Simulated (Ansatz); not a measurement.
We consider chalcopyrite CuInS2, described by PBE-D4 (PAW; Ansatz, a quantum-chemistry and plane-wave program).

Run with plane-wave cutoff 520 eV, 10×10×10 k mesh, Fermi–Dirac smearing 0.01 eV, no spin polarisation, scalar-relativistic PAW data made under PBE.

Shape and atoms are relaxed at each volume.

Pressure at four volumes; x = ln(V/20.999 Å³). One pressure is withheld.

| V (Å³/atom) | x | P (GPa) |
|---|---|---|
| 20.159 | -0.0408 | ? |
| 20.579 | -0.0202 | 1.55 |
| 20.999 | 0.0000 | 0.00 |
| 21.839 | 0.0392 | -2.61 |

Task: Pass a parabola P(x) through the three rows shown, estimate the bulk modulus and its pressure derivative near zero pressure, and predict the withheld pressure.

Result: Slopes between the rows: (0.00 − (1.55))/(0.0000 − (-0.0202)) = -76.73 and (-2.61 − (0.00))/(0.0392 − (0.0000)) = -66.58 GPa. Their difference over the span 0.0594 is c = 10.15/0.0594 = 170.9 GPa, so P(x) = 1.55 + (-76.73)(x − (-0.0202)) + 170.9 (x − (-0.0202))(x − (0.0000)). At the middle row B = −dP/dx = −[-76.73 + 170.9 × 0.0202] = 73.3 GPa, and B′ = dB/dP = 2c/B = 4.7. At x = -0.0408 the parabola gives 3.27 GPa; the run gives 3.30 GPa. The Birch–Murnaghan fit to the energies at all volumes has B0 = 73.1 GPa and B′ = 5.0.

Spin–orbit coupling is not included.
